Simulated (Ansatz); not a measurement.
**Si5H12O4 in a box: levels of theory**

Aim: for Si5H12O4 in a box, compare levels of theory; the runs are relaxing the atoms and single point.

Program: Ansatz 0.2.0. Level of theory: DFT PBE, scalar-relativistic, plane waves, PAW, and further levels as typed in the inputs. These are calculated values, not measurements.

## Step 1: The system as given

The structure is triclinic, space group P1 (No. 1). Conventional cell: a = 15.000 Å, b = 15.000 Å, c = 15.000 Å, α = 90.00°, β = 90.00°, γ = 90.00°. Si (site symmetry 1) is surrounded by 4 O at 1.73 Å. O (site symmetry 1) has 2 Si at 1.72 to 1.73 Å as nearest neighbours. Si (site symmetry 1) has 3 H at 1.47 Å as nearest neighbours. Only part of the 21 independent sites is listed.

As a file:

```xyz
21
Lattice="15.0000 0.0000 0.0000 0.0000 15.0000 0.0000 0.0000 0.0000 15.0000" Properties=species:S:1:pos:R:3 pbc="T T T"
Si    7.5000    7.5000    7.5000
O     7.2759    8.1346    5.9067
Si    7.6567    9.8136    5.9680
O     9.1621    7.6475    7.9553
Si   10.0772    6.6732    6.8684
O     6.5182    8.3861    8.6147
Si    6.8528    7.7722   10.1891
O     7.0437    5.8318    7.5234
Si    5.4133    5.7410    6.9745
H     7.5307   10.3810    4.6177
H     6.7209   10.5196    6.8571
H     9.0410   10.0123    6.4263
H    11.5051    6.8138    7.1883
H     9.8684    7.1138    5.4799
H     9.7066    5.2567    7.0132
H     6.5582    6.3318   10.2546
H     8.2578    8.0203   10.5485
H     5.9960    8.4640   11.1630
H     5.3148    6.2034    5.5812
H     4.5324    6.5421    7.8393
H     4.9681    4.3411    7.0310
```

## Step 2: Relaxing the atoms: Si5H12O4 in a box, no spin

The input, input.yaml:

```yaml
crystal:
  lattice:
    - [15.0, 0.0, 0.0]
    - [0.0, 15.0, 0.0]
    - [0.0, 0.0, 15.0]
  atoms:
    - { symbol: Si, position: [0.49999992, 0.49999986, 0.49999993] }
    - { symbol: O, position: [0.48506218, 0.54230771, 0.39377744] }
    - { symbol: Si, position: [0.51044795, 0.65423919, 0.39786453] }
    - { symbol: O, position: [0.61080838, 0.50983054, 0.53035044] }
    - { symbol: Si, position: [0.67181284, 0.44488173, 0.45789416] }
    - { symbol: O, position: [0.43454719, 0.55907561, 0.57431212] }
    - { symbol: Si, position: [0.45685011, 0.51814559, 0.67927455] }
    - { symbol: O, position: [0.46958191, 0.38878557, 0.5015597] }
    - { symbol: Si, position: [0.3608891, 0.38273337, 0.46496675] }
    - { symbol: H, position: [0.50204983, 0.69206702, 0.30784842] }
    - { symbol: H, position: [0.44805871, 0.70130575, 0.45714209] }
    - { symbol: H, position: [0.6027331, 0.66748809, 0.4284168] }
    - { symbol: H, position: [0.76700543, 0.45425591, 0.47922157] }
    - { symbol: H, position: [0.65789271, 0.4742511, 0.36532419] }
    - { symbol: H, position: [0.64710358, 0.35044755, 0.46754553] }
    - { symbol: H, position: [0.4372158, 0.4221197, 0.68363948] }
    - { symbol: H, position: [0.55051935, 0.53468708, 0.70323203] }
    - { symbol: H, position: [0.39973591, 0.56426715, 0.74419872] }
    - { symbol: H, position: [0.3543175, 0.41356118, 0.37207989] }
    - { symbol: H, position: [0.30215904, 0.43614069, 0.52262071] }
    - { symbol: H, position: [0.33120947, 0.2894096, 0.46873097] }
scf:
  occupations: { method: gaussian, width: 0.02 }
output:
  forces: true
  stress: false
  eigenvalues: true
  write_density: true
  write_potential: true
  elf: true
  volumetric_format: npy
kpoints:
  mp_grid: { grid: [1, 1, 1] }
hamiltonian:
  xc: pbe
  pseudopotentials: { kind: paw, azcp: { folder: soft_1 } }
relax:
  f_tol: 0.02
  max_steps: 80
```

Command:

```bash
ansatz run input.yaml --threads 4 --pin off --max-ram 20480MiB --backend cpu --events-out ev --progress --plain --runs-dir out
```

Output:

```text
Warning: RAYON_NUM_THREADS=4 ignored (pool sized by the plan → 4); use --threads N
Engine: ansatz 0.2.0, x86_64-unknown-linux-gnu
Pseudopotentials: kind: paw
Pseudopotential: Si, paw, valence charge 4, recommended cutoff 420 eV (normal), <dir>
Pseudopotential: O, paw, valence charge 6, recommended cutoff 420 eV (normal), <dir>
Pseudopotential: H, paw, valence charge 1, recommended cutoff 420 eV (normal), <dir>
Functional definition: PBE
  parameter kappa = 0.804
  parameter beta = 0.06672455060314922
  exchange = pbe_x(kappa = kappa, mu = beta*pi^2/3)
  correlation = pbe_c(beta = beta)
Crystal: 21 atoms, lattice volume = 3375.000 Å³
Basis set: ecut = 420 eV, 65867 PW (Γ), exchange–correlation on 216×216×216 points (8 copies of the dense FFT grid, shifted against one another)
Bands: 49, of which v1, the nominal top of the filled ones, is band 28 counted from 1 (27 counted from 0)
Symmetry: 1 space group operations
Space group: P1 (ITA 1), of the structure as read, at distance tolerance 1.5e-4 Å
k-points: 1
Non-local potential: Si, projectors of the file, l = 0: 2, l = 1: 2, l = 2: 1
Non-local potential: O, projectors of the file, l = 0: 2, l = 1: 2, l = 2: 1
Non-local potential: H, projectors of the file, l = 0: 2, l = 1: 1
PAW form: soft (Blöchl's): semilocal exchange-correlation on the pseudo side does not see the compensation charge
PAW one-centre angular grid: Si, 110 points (default); XC on 64 Gauss nodes
PAW one-centre angular grid: O, 110 points (default); XC on 64 Gauss nodes
PAW one-centre angular grid: H, 110 points (default); XC on 64 Gauss nodes
Initial density: superposition of atomic densities (neutral atoms: chi_scale 0, normalization atom)
Initial wavefunctions: pseudopotential atomic-orbital guess
Functional: x = pbe(κ = 0.804, μ = 0.2195149727645171), c = pbe(β = 0.06672455060314922)
SCF iter   1: F=—  HF=-5652.615948 eV  |F-HF|=—  |Δ(HF+E_count)|=         —  Δρ=3.15e-2  dr2=2.99e1  ethr=3.10e-3  ⟨swp⟩=9.0  Hψ=307  notcnv=0  defer=10
preconditioner: auto → Resta (q_TF=auto, 1.378 Å⁻¹)  ε∞=1.1  [insulator: Δε(μ)=6.676 eV  Ē_g=11.924 eV  σ=0.020 eV  W_gap=1.00  n_scr=146 (ndim 8)  ℏωp=4.4 eV  f_vac=0.834  D(μ)=0.00/eV (n_scr^D=0)  ε∞_Penn≈1.1  vacuum switching on, ρ_ref=1.0e-2 e/Å³]
SCF iter   2: F=—  HF=-5645.395427 eV  |F-HF|=—  |Δ(HF+E_count)|=    7.22e0  Δρ=1.80e-2  dr2=7.14e0  ethr=3.10e-3  ⟨swp⟩=5.0  Hψ=152  notcnv=0  defer=15
SCF iter   3: F=—  HF=-5643.715133 eV  |F-HF|=—  |Δ(HF+E_count)|=    1.68e0  Δρ=6.04e-3  dr2=1.19e0  ethr=3.10e-3  ⟨swp⟩=4.0  Hψ=95  notcnv=0  defer=17
SCF iter   4: F=—  HF=-5643.449332 eV  |F-HF|=—  |Δ(HF+E_count)|=   2.66e-1  Δρ=2.38e-3  dr2=1.78e-1  ethr=2.13e-3  ⟨swp⟩=5.0  Hψ=90  notcnv=0  defer=15
SCF iter   5: F=—  HF=-5643.410456 eV  |F-HF|=—  |Δ(HF+E_count)|=   3.89e-2  Δρ=5.82e-4  dr2=1.03e-2  ethr=3.17e-4  ⟨swp⟩=4.0  Hψ=69  notcnv=0  defer=15
SCF iter   6: F=—  HF=-5643.409155 eV  |F-HF|=—  |Δ(HF+E_count)|=   1.30e-3  Δρ=1.15e-4  dr2=3.53e-4  ethr=1.85e-5  ⟨swp⟩=5.0  Hψ=77  notcnv=0  defer=15
SCF iter   7: F=—  HF=-5643.409334 eV  |F-HF|=—  |Δ(HF+E_count)|=   1.79e-4  Δρ=4.84e-5  dr2=6.67e-5  ethr=6.30e-7  ⟨swp⟩=2.0  Hψ=75  notcnv=0  defer=15
iter 8 did not close the SCF: its close was put off until two iterations running show no level that it waits for move by more than its bar (scf_convergence_deferred on its scf_iter line)
SCF iter   8: F=-5643.409322 eV  HF=-5643.409322 eV  |F-HF|=4.80e-7  |Δ(HF+E_count)|=   1.14e-5  Δρ=1.21e-5  dr2=3.15e-6  ethr=1.79e-8  ⟨swp⟩=49.0  Hψ=853  notcnv=0
iter 9 did not close the SCF: its close was put off until two iterations running show no level that it waits for move by more than its bar (scf_convergence_deferred on its scf_iter line)
SCF iter   9: F=-5643.409323 eV  HF=-5643.409323 eV  |F-HF|=7.03e-8  |Δ(HF+E_count)|=   7.28e-7  Δρ=2.35e-6  dr2=1.00e-7  ethr=5.62e-9  ⟨swp⟩=18.0  Hψ=419  notcnv=0
SCF iter  10: F=-5643.409323 eV  HF=-5643.409323 eV  |F-HF|=2.04e-9  |Δ(HF+E_count)|=   9.15e-8  Δρ=7.04e-7  dr2=1.20e-8  ethr=1.79e-10  ⟨swp⟩=8.0  Hψ=294  notcnv=0
SCF 1 converged in 10 iterations: F = -5643.409323 eV  dr2 = 1.20e-8
relax step   1: F+E_penalty+E_count = -5643.40932325 eV  Δ(F+E_penalty+E_count) = +0.000e0 eV  max|allowed force component| = 2.434e0 eV/Å  Δτ_max = 0.0000 Å  (10 SCF iters, dr2 threshold 1.00e-5 eV, accepted)
[... from here on, the SCF cycles and remarks between the steps are left out ...]
relax step   2: F+E_penalty+E_count = -5644.22095577 eV  Δ(F+E_penalty+E_count) = -8.116e-1 eV  max|allowed force component| = 1.757e0 eV/Å  Δτ_max = 0.1636 Å  (6 SCF iters, dr2 threshold 1.00e-4 eV, accepted)
relax step   3: F+E_penalty+E_count = -5644.55897007 eV  Δ(F+E_penalty+E_count) = -3.380e-1 eV  max|allowed force component| = 1.770e0 eV/Å  Δτ_max = 0.1940 Å  (6 SCF iters, dr2 threshold 1.00e-4 eV, accepted)
relax step   4: F+E_penalty+E_count = -5644.93707846 eV  Δ(F+E_penalty+E_count) = -3.781e-1 eV  max|allowed force component| = 4.469e-1 eV/Å  Δτ_max = 0.2000 Å  (6 SCF iters, dr2 threshold 1.00e-4 eV, accepted)
relax step   5: F+E_penalty+E_count = -5645.05989537 eV  Δ(F+E_penalty+E_count) = -1.228e-1 eV  max|allowed force component| = 1.369e-1 eV/Å  Δτ_max = 0.1843 Å  (6 SCF iters, dr2 threshold 1.27e-5 eV, accepted)
relax step   6: F+E_penalty+E_count = -5645.06883366 eV  Δ(F+E_penalty+E_count) = -8.938e-3 eV  max|allowed force component| = 5.749e-2 eV/Å  Δτ_max = 0.0949 Å  (7 SCF iters, dr2 threshold 1.19e-6 eV, accepted)
relax step   7: F+E_penalty+E_count = -5645.07016054 eV  Δ(F+E_penalty+E_count) = -1.327e-3 eV  max|allowed force component| = 3.241e-3 eV/Å  Δτ_max = 0.0212 Å  (6 SCF iters, accepted)
relax step   8: F+E_penalty+E_count = -5645.07027564 eV  Δ(F+E_penalty+E_count) = -1.151e-4 eV  max|allowed force component| = 2.891e-2 eV/Å  Δτ_max = 0.0209 Å  (6 SCF iters, accepted)
relax step   9: F+E_penalty+E_count = -5645.07032428 eV  Δ(F+E_penalty+E_count) = -4.863e-5 eV  max|allowed force component| = 2.823e-2 eV/Å  Δτ_max = 0.0217 Å  (7 SCF iters, accepted)
relax step  10: F+E_penalty+E_count = -5645.07059264 eV  Δ(F+E_penalty+E_count) = -2.684e-4 eV  max|allowed force component| = 1.793e-2 eV/Å  Δτ_max = 0.0097 Å  (5 SCF iters, dr2 threshold 7.59e-7 eV, accepted)
relax step  11: F+E_penalty+E_count = -5645.07059270 eV  Δ(F+E_penalty+E_count) = -5.907e-8 eV  max|allowed force component| = 1.789e-2 eV/Å  Δτ_max = 0.0000 Å  (3 SCF iters, accepted)
WARN: The output density's exchange-correlation potential varies sharply where the density is thin. Do not read a vacuum level from v_tot or v_xc, or from such a field of the output density. On a cell that repeats whose density bears no net charge and no dipole along the vacuum's axis use v_es (v_loc + v_h of the components); under efield.dipole_correction with no amplitude use v_es + v_field, which holds any external_charges[].barrier, or the levels of the report's work_function block, which leave it out; under a non-zero efield.amplitude the vacuum is tilted and has no level; on a cell that repeats and bears such a dipole with no correction it is tilted too, and efield.dipole_correction with no amplitude gives each side of its ramp a level where efield: is served; in a cell that repeats whose density bears a net charge (total_charge, or a fill off its count) it is curved and has none; of a slab under crystal.periodic whose density bears no net charge use v_es, which has a level on each side, short of where the two are joined; of another it falls or rises all the way out and has none; of a slab beside external_charges read slab_vacuum_level instead, which it has where they leave it neutral. The grid or the basis barely resolves most such structure, and the values can differ between equally converged runs; as a rule a tighter scf.convergence.dr2_threshold does not remove it. Where the density itself ripples (under the LDA too) a higher basis.ecutwfc lessens it. The files hold the spikes' plane waves up to the density's cutoff. Files: v_tot_of_output_density and the like, and their columns of v_z.tsv (output.write_potential); v_xc_of_output_density and the like, and their columns of v_comp_z.tsv (output.write_potential_components). Measured: with its Gaussian average of σ = 0.25 Å subtracted twice, the exchange-correlation potential is over 0.1 eV at 1136 of the grid points where the equally averaged density (valence and model cores) is under 1e-3 e/Å³, and 0.571 eV at the most among them, at an averaged density of 9.9e-4 e/Å³. The input density's (outcome.potential() and, of a run that writes arrays, v_tot and v_xc) is over 0.1 eV, so measured, at 1133 points of its own thin density, 0.574 eV at the most. See output.write_potential in the manual, Limitations
SCF converged after 3 iterations
Free energy (F): -5645.070593 eV
Harris-Foulkes:  -5645.070593 eV  (|F-HF|=9.05e-9)
Internal energy: -5645.070593 eV  (E = F + TS)
E sigma→0 (E₀):  -5645.070593 eV
Fermi energy:    -3.972390 eV
--- Per-component energies (eV) ---
  E_band       = -656.687935
  E_kinetic    = 1055.183734
  E_local      = -10612.081465  (includes V_loc(G=0)·N_el)
  E_nonlocal   = 328.792926
  E_hartree    = 4753.668328
  E_xc         = -674.556280
  E_vxc        = -740.001985  (∫ρ·V_xc dr)
  E_paw        = -3220.383708  (= ΣΔE_a)
  E_vpaw       = -195.911475  (= ΣTr[D̂ρ^β])
  E_aug_tail   = -0.008653  (compensation charges beyond the density's cutoff)
  E_ewald      = 2724.314525
  E_smearing   = -0.000000  (= −TS)
  E_closure    = 0.000000  (closes the sum)
  Σ components = -5645.070593   (vs F -5645.070593, Δ=0.00e0)
--- Forces (eV/Å), atoms counted from 1 ---
  atom   1  Si     0.00023848    -0.00003516     0.00045682
  atom   2  O      0.01525532     0.00870443     0.00468697
  atom   3  Si    -0.00320592     0.00016120    -0.00952974
  atom   4  O      0.00023960     0.00092983    -0.01788634
  atom   5  Si     0.00682571     0.00344138     0.00746695
  atom   6  O     -0.00121464    -0.01669259     0.00610800
  atom   7  Si    -0.00657656     0.00756936     0.00235787
  atom   8  O     -0.01502982     0.00801157     0.00645423
  atom   9  Si     0.00195132    -0.01043839     0.00017348
  atom  10  H     -0.00196093     0.00216960     0.00150287
  atom  11  H     -0.00062631    -0.00571532     0.00169053
  atom  12  H     -0.00101168    -0.00499032     0.00170357
  atom  13  H      0.00047849    -0.00397631    -0.00078693
  atom  14  H     -0.00351331     0.00137274     0.00232847
  atom  15  H     -0.00392101     0.00283554     0.00165740
  atom  16  H      0.00061125     0.00074592    -0.00473445
  atom  17  H     -0.00020835     0.00050354    -0.00556220
  atom  18  H      0.00328876     0.00041951     0.00204412
  atom  19  H      0.00477622     0.00256309     0.00196055
  atom  20  H      0.00486207     0.00186128     0.00086141
  atom  21  H     -0.00126467     0.00053771    -0.00294347
  max |Σ_I F_I| component: 2.14e-5 eV/Å
--- Band table (eV) ---
  k-point 0: bands = ["-25.3346", "-24.2651", "-24.2648", "-24.2426", "-14.9354", "-13.5456", "-13.5452", "-13.4109", "-11.4240", "-10.7698", "-10.7693", "-10.7603", "-9.5296", "-9.4068", "-9.3027", "-9.3023", "-9.2678", "-8.7013", "-8.6721", "-8.6717", "-7.5868", "-7.4305", "-7.4298", "-7.4031", "-7.3455", "-7.1392", "-6.9436", "-6.9435", "-1.0013", "-0.1950", "-0.1733", "-0.1542", "-0.1200", "0.2346", "0.2909", "0.3153", "0.5193", "0.6039", "0.6827", "0.6849", "0.7459", "0.8862", "0.9355", "1.0060", "1.0617", "1.1245", "1.1691", "1.2777", "1.3013"]
--- Relaxed structure (11 steps of the walk, 11 accepted, 0 SCFs on fresh bases) ---
  F+E_penalty+E_count = -5645.07059270 eV   max|allowed force component| = 1.789e-2 eV/Å
  atoms:
    - { symbol: Si, position: [0.5000257732807173, 0.5000014133151078, 0.4999827679367574] }
    - { symbol: O, position: [0.48316250478576245, 0.5735337565061434, 0.4218861741876697] }
    - { symbol: Si, position: [0.4978428849363774, 0.6799625293853476, 0.3971134582403841] }
    - { symbol: O, position: [0.6052570917532354, 0.4744925681792577, 0.5081466352689458] }
    - { symbol: Si, position: [0.686493622876564, 0.420270780401602, 0.45701116493406624] }
    - { symbol: O, position: [0.4671896119046071, 0.5419336988188513, 0.5945999501918442] }
    - { symbol: Si, position: [0.47016027813623623, 0.525375218240463, 0.703565820975895] }
    - { symbol: O, position: [0.44450501075651205, 0.41001444438869145, 0.4752610202082008] }
    - { symbol: Si, position: [0.3454991989427149, 0.37440126117995837, 0.44233839796231944] }
    - { symbol: H, position: [0.4814878051914616, 0.690317934692575, 0.29969112122106634] }
    - { symbol: H, position: [0.4337355755111483, 0.7363582039270045, 0.4481922318879363] }
    - { symbol: H, position: [0.5908965745673527, 0.708184812794991, 0.418656521820361] }
    - { symbol: H, position: [0.7718936586319924, 0.44740956938237364, 0.4998577425062678] }
    - { symbol: H, position: [0.6885390879985639, 0.4438537365241547, 0.36026578771730455] }
    - { symbol: H, position: [0.6737092611367346, 0.3220669697480269, 0.4666402833369261] }
    - { symbol: H, position: [0.447097843568688, 0.43088826523210466, 0.7250129863189732] }
    - { symbol: H, position: [0.5608154220811555, 0.5459459935408457, 0.7390335407369512] }
    - { symbol: H, position: [0.40333590873714237, 0.5862676719447596, 0.7446968164788466] }
    - { symbol: H, position: [0.33152492068733874, 0.3956320626941125, 0.3461392840825079] }
    - { symbol: H, position: [0.2734521370736401, 0.4170939656305915, 0.49624804359093333] }
    - { symbol: H, position: [0.34337583744205546, 0.2759951334730379, 0.45566027039584295] }
```

Run time: 54 s. Hardware: 4 threads of Intel Xeon Platinum 8488C (Sapphire Rapids), shared host; peak memory 1.7 GiB.

The steps of the relaxation:

```csv
step,E - E(step 1) (eV/cell),largest force component (eV/Å)
1,0.0000,2.4339
2,-0.8116,1.7571
3,-1.1496,1.7700
4,-1.5278,0.4469
5,-1.6506,0.1369
6,-1.6595,0.0575
7,-1.6608,0.0032
8,-1.6610,0.0289
9,-1.6610,0.0282
10,-1.6613,0.0179
11,-1.6613,0.0179
```

Step 1 is the start.

Density in a lattice plane of the grid's cell (edges 15.00 and 15.00 Å, at 0.500 of the third edge), which holds Si and O and H.

Ten even steps from '0' (0.00 e/Å³) to '9' (3.71 e/Å³):
```
000000000000000000000000
000000000000000000000000
000000000000000000000000
000000000000000000000000
000000000000000000000000
000000000000000000000000
000000000000000000000000
000000000000000000000000
000000000000000000000000
000000000000017700000000
000000000023117811320000
000000120059100000000000
000000000000000010000000
000000000000000000000000
000000000000000000000000
000000000000000000000000
000000000000000000000000
000000000000000000000000
000000000000000000000000
000000000000000000000000
```
Columns run along the first of these edges and rows up along the second, over one cell in 24 and 20 even steps from the bottom left corner. Atoms in the plane (fractional): Si at (0.50, 0.50), O at (0.61, 0.47), H at (0.77, 0.45), H at (0.27, 0.42).

ELF in the same plane.

Ten even steps from ' ' (0.00) to '@' (1.00):
```
                                                
                  ....                          
                ++%%%%==                        
              ++@@@@@@@@::    ==**--            
              --@@@@@@@@==..**@@%%++            
                --%%@@%%::::##@@##..            
                                                
                      ..::..                    
        ..::..        ::::..--++::  ..####++..  
      ..##@@@@##    ....--++##%%++::@@@@@@@@++  
      ==@@@@@@@@++::##%%==++####++**@@@@@@@@**  
      ==@@@@@@@@##==%%##**  ----::==@@@@@@%%--  
        ::++##**==::==**==    **@@@@::......    
              **@@%%        ::@@@@@@**          
            --@@@@@@**      --@@@@@@##          
            ++@@@@@@##        ##@@@@++          
            ::##%%%%++          ::::            
                ::::                            
                                                
                                                
```
Columns run along the first of these edges and rows up along the second, over one cell in 24 and 20 even steps from the bottom left corner. Atoms in the plane (fractional): Si at (0.50, 0.50), O at (0.61, 0.47), H at (0.77, 0.45), H at (0.27, 0.42).

Both are smooth fields of the valence electrons: close to the nuclei they are not physical.

Maxima of ELF outside the ion cores: 1.00 beside H, off the lines to its neighbours, 1.1 Å from H; 1.00 at H; 0.86 beside O, off the lines to its neighbours, 0.6 Å from O.

(Part 1 of 2 ends here.)
